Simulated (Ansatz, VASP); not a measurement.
**AlN in VASP and in Ansatz**

Contents of INCAR:

```
SYSTEM = AlN
  PREC = Accurate
  ENCUT = 520
  EDIFF = 1E-6
  ISMEAR = 0
  SIGMA = 0.03
  LREAL = .FALSE.
  LASPH = .TRUE.
  NELM = 60
  ALGO = Normal
  ISIF = 2
  LWAVE = .FALSE.
  LCHARG = .TRUE.
  GGA = PE
  LELF = .TRUE.
  LVHAR = .TRUE.
  NBANDS = 16
```

File KPOINTS:

```
regular mesh
0
G
  8 8 5
  0 0 0
```

POSCAR

```
AlN
1.0
    3.1109999993      0.0000000000      0.0000000000
   -1.5554999997      2.6942050306      0.0000000000
    0.0000000000      0.0000000000      5.0108860000
Al N
2 2
Direct
    0.3333333333      0.6666666667      0.0006317160
    0.6666666667      0.3333333333      0.5006317160
    0.3333333333      0.6666666667      0.3813682840
    0.6666666667      0.3333333333      0.8813682840
```

Input for Ansatz:

```yaml
crystal:
  lattice:
    - [3.1109999993, 0.0, 0.0]
    - [-1.5554999997, 2.6942050306, 0.0]
    - [0.0, 0.0, 5.010886]
  atoms:
    - { symbol: Al, position: [0.3333333333, 0.6666666667, 0.000631716] }
    - { symbol: Al, position: [0.6666666667, 0.3333333333, 0.500631716] }
    - { symbol: "N", position: [0.3333333333, 0.6666666667, 0.381368284] }
    - { symbol: "N", position: [0.6666666667, 0.3333333333, 0.881368284] }
scf:
  occupations: { method: gaussian, width: 0.03 }
output:
  eigenstates: { kpoints: [[0, 0, 0]] }
hamiltonian:
  xc: pbe
kpoints:
  mp_grid: { grid: [8, 8, 5] }
```

Alike in both runs: task single point; functional PBE; k mesh 8 × 8 × 5; occupations gaussian, width 0.03 eV; no spin polarisation.

|  | VASP | Ansatz |
| --- | --- | --- |
| version | VASP 6.6.1 | Ansatz 0.2.0 |
| potentials or method | VASP PAW PBE potentials, release 64 (Al, N) | scalar-relativistic, plane waves, PAW |
| plane-wave cutoff (eV) | 520 | 420 |
| valence electrons in the cell | 16 | 16 |

Ansatz gave:

* gap on the k mesh at the Fermi level (eV): 4.18
* least direct gap on the mesh (eV): 4.18

Q: Estimate VASP's values.

A: gap on the k mesh at the Fermi level (eV): 4.19; least direct gap on the mesh (eV): 4.19.

The functional is the same, so the differences come from potentials, cutoffs and numerics.
